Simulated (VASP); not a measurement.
Cd, 2 atoms in the cell. Symmetry: P6_3/mmc, No. 194, hexagonal system. Conventional cell: a = 2.979 Å, b = 2.979 Å, c = 5.618 Å, α = 90.00°, β = 90.00°, γ = 120.00°. Around Cd (site symmetry -6m2) lie 12 Cd at 2.98 to 3.29 Å. 

```yaml
Program: VASP 6.6.1
Task: relaxation of cell and atoms
Functional: PBE
Potentials_or_basis: VASP PAW PBE potentials, release 64 (Cd)
Cutoff: 600 eV
k_mesh: 18 × 18 × 8
Occupations: methfessel-paxton, width 0.1 eV
Spin: no spin polarisation
Further_INCAR_settings: ALGO = Normal; EDIFF = 1e-06; IBRION = 2; EDIFFG = -0.01; NSW = 90; ISIF = 3
```

Potentials or basis: VASP PAW PBE potentials, release 64 (Cd).

Launch:

```bash
$ cat potpaw_PBE.64/Cd/POTCAR > POTCAR
$ mpirun -np 1 vasp_std > vasp.out
```

Hardware: 1 thread of Intel(R) Xeon(R) 6975P-C (Granite Rapids), on a shared host.

Problem. Estimate the wall time of this run.

Solution. It took 71 s on 1 thread of Intel(R) Xeon(R) 6975P-C (Granite Rapids), on a shared host, peak memory 0.27 GiB. Counts: scf iterations 19, k points 185, ion steps 2.
